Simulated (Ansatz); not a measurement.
## Al2Cu: clamped-ion strain scan

Level of theory: Ansatz 0.2.0, DFT r2SCAN, scalar-relativistic, plane waves, PAW. Settings: plane waves to 500 eV, k-mesh 16×16×16 (Γ-centred), Gaussian smearing 0.15 eV. No spin polarisation. Energies are free energies at this smearing, counted from the undisturbed cell; pressure is positive in compression.

Reference structure (relaxed at this level; it needn't be the usual structure):

```
CELL_PARAMETERS angstrom
-2.02736 2.02736 2.86699
2.02736 -2.02736 2.86699
2.02736 2.02736 -2.86699
ATOMIC_POSITIONS crystal
Al 0.75000 0.25000 0.50000
Al 0.25000 0.75000 0.50000
Cu 0.50000 0.50000 0.00000
```

The cell is strained by ε times the Voigt pattern (0, 0, 1, 0, 0, 0) (xx, yy, zz, yz, xz, xy; engineering shear) with fractional coordinates fixed. The cell is metallic on the mesh throughout.

```
      ε  ΔE (meV/atom) stress summed along the pattern (GPa, tension positive) pressure (GPa)
-0.1000          116.1                                                   -26.88            14.9
-0.0750           61.2                                                   -18.25            10.3
-0.0500           25.5                                                   -11.06             6.3
-0.0250            6.0                                                    -5.02             2.9
 0.0000            0.0                                                    -0.03             0.0
 0.0250            5.2                                                     4.11            -2.5
 0.0500           19.6                                                     7.52            -4.6
 0.0750           41.6                                                    10.33            -6.4
 0.0875           55.0                                                    11.47            -7.1
 0.1000           69.6                                                    12.48            -7.8
```